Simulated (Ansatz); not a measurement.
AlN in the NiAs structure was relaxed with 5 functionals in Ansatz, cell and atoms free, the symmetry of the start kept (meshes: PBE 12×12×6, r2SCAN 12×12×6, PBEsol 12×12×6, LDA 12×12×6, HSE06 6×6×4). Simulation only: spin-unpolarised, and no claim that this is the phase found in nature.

The r2SCAN result:
```
CELL_PARAMETERS angstrom
2.83285 0.00000 0.00000
-1.41643 2.45332 0.00000
0.00000 0.00000 4.84101
ATOMIC_POSITIONS crystal
Al 0.00000 0.00000 0.00000
Al 0.00000 0.00000 0.50000
N 0.33333 0.66667 0.25000
N 0.66667 0.33333 0.75000
```

The symmetry is P6_3/mmc (No. 194, hexagonal); conventional cell a = 2.833 Å, c = 4.841 Å, 8.41 Å³ an atom. Al is surrounded by 6 N at 2.03 Å; N is surrounded by 6 Al at 2.03 Å.

Problem. What lattice does PBEsol give?

Solution. a = 2.836 Å, c = 4.856 Å; the volume differs by +0.5 % from r2SCAN's. Around Al lie 6 N at 2.04 Å; around N lie 6 Al at 2.04 Å.

Problem. What lattice does HSE06 give?

Solution. a = 2.825 Å, c = 4.835 Å; the volume differs by -0.6 % from r2SCAN's. Al has 6 N at 2.03 Å; N has 6 Al at 2.03 Å.

Problem. Held at the r2SCAN cell, what mean stress do LDA and PBE find, and does its sign point to their own minimum?

Solution. Yes. LDA -5.26 GPa, and its relaxed volume is -2.1 % from r2SCAN's; PBE +6.28 GPa, and its relaxed volume is +2.5 % from r2SCAN's. Compression counts positive, so a positive stress asks for a larger cell.
